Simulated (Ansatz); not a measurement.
# Os: the cost of one run

Program: Ansatz 0.2.0. Level of theory: DFT r2SCAN, scalar-relativistic, plane waves, PAW. These are calculated values, not measurements.

### Step 1. Starting point

It takes space group P3_121 (No. 152, trigonal). The conventional cell has a = 3.530 Å, b = 3.530 Å, c = 4.005 Å, α = 90.00°, β = 90.00°, γ = 120.00°. Os (site symmetry 2) is surrounded by 2 Os at 1.92 Å.

Coordinates:

```cif
data_structure
_symmetry_space_group_name_H-M 'P3_121'
_symmetry_Int_Tables_number 152
_cell_length_a 3.5304
_cell_length_b 3.5304
_cell_length_c 4.0053
_cell_angle_alpha 90.000
_cell_angle_beta 90.000
_cell_angle_gamma 120.000
_cell_volume 43.23
loop_
_atom_site_label
_atom_site_type_symbol
_atom_site_symmetry_multiplicity
_atom_site_Wyckoff_symbol
_atom_site_fract_x
_atom_site_fract_y
_atom_site_fract_z
_atom_site_occupancy
Os1 Os 3 a 0.22540 0.00000 0.33333 1
```

(A quick probe on a coarse mesh, which set the mesh and smearing, is not shown.)

### Step 3. A loose first relaxation

input.yaml reads:

```yaml
crystal:
  lattice:
    - [3.5303613409, 0.0, 0.0]
    - [-1.7651806705, 3.0573826058, 0.0]
    - [0.0, 0.0, 4.0053131196]
  atoms:
    - { symbol: Os, position: [0.2254, 0.0, 0.3333333333] }
    - { symbol: Os, position: [0.0, 0.2254, 0.6666666667] }
    - { symbol: Os, position: [0.7746, 0.7746, 0.0] }
basis:
  ecutwfc: 500
kpoints:
  mp_grid: { grid: [6, 6, 4] }
hamiltonian:
  xc: r2scan
scf:
  occupations: { method: gaussian, width: 0.1 }
  lower_state_search: "off"
output:
  forces: true
  stress: true
  eigenvalues: true
relax:
  adjacent_minimum: "off"
  f_tol: 0.04
  max_steps: 70
  cell: { stress_tol: 0.4 }
```

Q: Estimate wall time and peak memory on 1 thread of an x86-64 CPU, shared host.

About 2.2 min, with a peak of 0.48 GiB.
